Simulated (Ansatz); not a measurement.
Write the native input for Ansatz 0.2.0 that does the following.

| Property | Result |
| --- | --- |
| Task | single point |
| Functional | LDA |
| Potentials or basis | JTH PAW LDA |
| Cutoff | 1290 eV |
| Density cutoff | 6450 eV |
| k mesh | 11 × 11 × 11 |
| Occupations | tetrahedron |
| Spin | no spin polarisation |

Crystal: W.

```
W
1.0
     0.00000    2.03000    2.03000
     2.03000    0.00000    2.03000
     2.03000    2.03000    0.00000
W
1
Direct
  0.00000 0.00000 0.00000
```

This isn't the form of W at room conditions, which is bcc.

These files were run (other wordings do the same):

input.yaml

```yaml
crystal:
  lattice:
    - [0.0, 2.03, 2.03]
    - [2.03, 0.0, 2.03]
    - [2.03, 2.03, 0.0]
  atoms:
    - { symbol: W, position: [0.0, 0.0, 0.0] }
hamiltonian:
  xc: lda
  pseudopotentials: { kind: paw, xc_functional: lda, accuracy: standard }
kpoints:
  mp_grid: { grid: [11, 11, 11] }
scf:
  occupations: { method: tetrahedron }
output:
  forces: true
  stress: true
  write_density: true
  write_potential: true
  elf: true
  volumetric_format: npy
```

Potentials or basis: JTH PAW LDA.

Launch:

```bash
$ ansatz run input.yaml --threads 1 --pin off --max-ram 2560MiB --backend cpu --events-out ev --progress --plain --runs-dir out
```

Results of the run:

```yaml
Pressure: -17.6 GPa
Band_gap_on_the_k_mesh: none (metal or under the smearing width)
```

Caveat: so large a pressure means that the cell lies far from this level's equilibrium, or that cutoff or potentials fall short; with tetrahedron occupations forces and stress needn't match the slope of the energy.

It took 3.5 s on 1 thread of Arm Neoverse V1, on a shared host, peak memory 0.31 GiB.
